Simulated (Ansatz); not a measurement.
Here is an Ansatz 0.2.0 calculation.

input.yaml

```yaml
crystal:
  lattice:
    - [0.0, 2.1554, 2.1554]
    - [2.1554, 0.0, 2.1554]
    - [2.1554, 2.1554, 0.0]
  atoms:
    - { symbol: Fe, position: [0.0, 0.0, 0.0], spin: 3.0 }
    - { symbol: O, position: [0.5, 0.5, 0.5] }
hamiltonian:
  xc: { exchange: slater, correlation: vwn5 }
  pseudopotentials: { kind: paw, xc_functional: lda, accuracy: standard }
magnetization:
  spin_polarized: true
kpoints:
  mp_grid: { grid: [11, 11, 11] }
scf:
  occupations: { method: cold, width: 0.01 }
output:
  forces: true
  stress: true
relax:
  f_tol: 0.01
  max_steps: 40
  cell: { stress_tol: 0.05 }
```

Potentials or basis: JTH PAW LDA.

Command:

```bash
$ ansatz run input.yaml --threads 1 --pin off --max-ram 2560MiB --backend cpu --events-out ev --progress --plain --runs-dir out
```

(1) Estimate the site moments.

(2) Predict the absolute moment.

(3) What does it give for the net moment?

Results:

(1) Fe +3.27; O +0.32 μB.

(2) 3.85 μB per cell.

(3) 3.85 μB per cell.

Caveat: a cell with one magnetic atom can't hold antiferromagnetic order, which such compounds often take.
